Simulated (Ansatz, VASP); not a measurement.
**CdSe in VASP and in Ansatz**

```xyz
2
Lattice="3.5569 0.0000 0.0000 0.0000 3.5569 0.0000 0.0000 0.0000 3.5569" Properties=species:S:1:pos:R:3 pbc="T T T"
Cd    1.7784    1.7784    1.7784
Se    0.0000    0.0000    0.0000
```

Alike in both runs: functional PBE; k mesh 16 × 16 × 16; occupations gaussian, width 0.1 eV; no spin polarisation.

Ansatz relaxed the structure, and its values are those at the end. VASP's run is a single point on that final structure, the one shown.

|  | VASP | Ansatz |
| --- | --- | --- |
| version | VASP 6.6.1 | Ansatz 0.2.0 |
| potentials or method | VASP PAW PBE potentials, release 64 (Cd, Se) | scalar-relativistic, plane waves, PAW |
| plane-wave cutoff (eV) | 520 | 420 |
| valence electrons in the cell | 18 | 36 |

VASP gave:

```
gap on the k mesh at the Fermi level (eV) : none
pressure (GPa)                            : 0.3
```

Task: Which values does Ansatz return?

Result: gap on the k mesh at the Fermi level (eV): none; pressure (GPa): 0.0.

A gap of «none» marks a metal or a gap that the smearing closes. The two sets of potentials don't hold the same shells in valence.
